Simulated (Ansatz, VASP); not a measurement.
**Two plane-wave programs on CdS**

INCAR

```
PREC = Accurate
ENCUT = 520
EDIFF = 1E-6
ISMEAR = 0
SIGMA = 0.02
LREAL = False
LASPH = True
NELM = 100
ALGO = Normal
ISIF = 2
LWAVE = False
LCHARG = True
GGA = PE
LELF = True
LVHAR = True
NBANDS = 16
```

File KPOINTS:

```
Automatic mesh
0
Gamma
  9 9 6
```

POSCAR

```
CdS
1.0
    4.3886211701      0.0000000000      0.0000000000
   -2.1943105851      3.8170053662     -0.0369028111
    0.0000000000     -0.0580417294      6.0363978993
Cd S
1 1
Direct
   -0.0062763876     -0.0125527751      0.4003653338
    0.6729430576      0.3458861051      0.4766346662
```

Input for Ansatz:

```yaml
crystal:
  lattice:
    - [4.3886211701, 0.0, 0.0]
    - [-2.1943105851, 3.8170053662, -0.0369028111]
    - [0.0, -0.0580417294, 6.0363978993]
  atoms:
    - { symbol: Cd, position: [-0.0062763876, -0.0125527751, 0.4003653338] }
    - { symbol: S, position: [0.6729430576, 0.3458861051, 0.4766346662] }
basis:
  ecutwfc: 420
kpoints:
  mp_grid: { grid: [9, 9, 6] }
hamiltonian:
  xc: pbe
scf:
  occupations: { method: gaussian, width: 0.02 }
output:
  forces: true
  stress: true
  eigenvalues: true
```

Alike in both runs: task single point; functional PBE; k mesh 9 × 9 × 6; occupations gaussian, width 0.02 eV; no spin polarisation.

|  | VASP | Ansatz |
| --- | --- | --- |
| version | VASP 6.6.1 | Ansatz 0.2.0 |
| potentials or method | VASP PAW PBE potentials, release 64 (Cd, S) | scalar-relativistic, plane waves, PAW |
| plane-wave cutoff (eV) | 520 | 420 |
| valence electrons in the cell | 18 | 26 |

|  | VASP | Ansatz | Ansatz less VASP |
| --- | --- | --- | --- |
| gap on the k mesh at the Fermi level (eV) | 1.26 | 1.26 | -0.002 |
| least direct gap on the mesh (eV) | 1.27 | 1.27 | -0.002 |
| pressure (GPa) | -2.6 | -2.7 | -0.10 |
| largest component of the traceless stress (GPa) | 2.30 | 2.40 | +0.100 |
| rms of the force components (eV/Å) | 0.310 | 0.311 | +0.0006 |

Atom by atom the forces differ by 0.011 eV/Å (rms over components). The two sets of potentials don't hold the same shells in valence.

Caveats: an odd mesh through Γ misses points on the zone boundary, where band edges often lie.
